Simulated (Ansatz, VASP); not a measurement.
# Be in VASP and in Ansatz

INCAR

```
  ALGO = Normal
  EDIFF = 1E-6
  ENCUT = 520
  GGA = PE
  ISIF = 2
  ISMEAR = -1
  LASPH = T
  LCHARG = F
  LREAL = F
  LWAVE = F
  NBANDS = 9
  NELM = 80
  PREC = Accurate
  SIGMA = 0.1
```

The input KPOINTS:

```
k-points
0
Gamma
  3 3 2
```

POSCAR

```
Be
1.0
    2.2656737714      0.0000000000      0.0000000000
   -1.1328368857      1.9621310427      0.0000000000
    0.0000000000      0.0000000000      3.5587036811
Be
2
Direct
    0.3333333333      0.6666666667      0.2500000000
    0.6666666667      0.3333333333      0.7500000000
```

Input for Ansatz:

```yaml
crystal:
  lattice:
    - [2.2656737714, 0.0, 0.0]
    - [-1.1328368857, 1.9621310427, 0.0]
    - [0.0, 0.0, 3.5587036811]
  atoms:
    - { symbol: Be, position: [0.3333333333, 0.6666666667, 0.25] }
    - { symbol: Be, position: [0.6666666667, 0.3333333333, 0.75] }
hamiltonian:
  xc: pbe
  pseudopotentials:
    kind: paw
    azcp:
      Be: "pseudopotentials/Be.paw.azcp"
basis:
  ecutwfc: 420
  fft_grid_basis: typed
kpoints:
  mp_grid: { grid: [3, 3, 2], shift: [0, 0, 0] }
magnetization:
  spin_polarized: false
scf:
  occupations: { method: fermi_dirac, width: 0.1 }
  lower_state_search: "off"
output:
  stress: true
```

Alike in both runs: task single point; functional PBE; k mesh 3 × 3 × 2; occupations fermi-dirac, width 0.1 eV; no spin polarisation.

|  | VASP | Ansatz |
| --- | --- | --- |
| version | VASP 6.6.1 | Ansatz 0.2.0 |
| potentials or method | VASP PAW PBE potentials, release 64 (Be) | plane waves (420 eV) with PAW, scalar-relativistic |
| plane-wave cutoff (eV) | 520 | 420 |
| valence electrons in the cell | 4 | 4 |

|  | VASP | Ansatz | Ansatz less VASP |
| --- | --- | --- | --- |
| pressure (GPa) | 9.8 | 9.7 | -0.17 |
| largest component of the traceless stress (GPa) | 15.82 | 15.87 | +0.045 |

The functional is the same, so the differences come from potentials, cutoffs and numerics.

Caveats: the k mesh is coarse (spacing up to 1.07 Å⁻¹), so the values aren't converged.
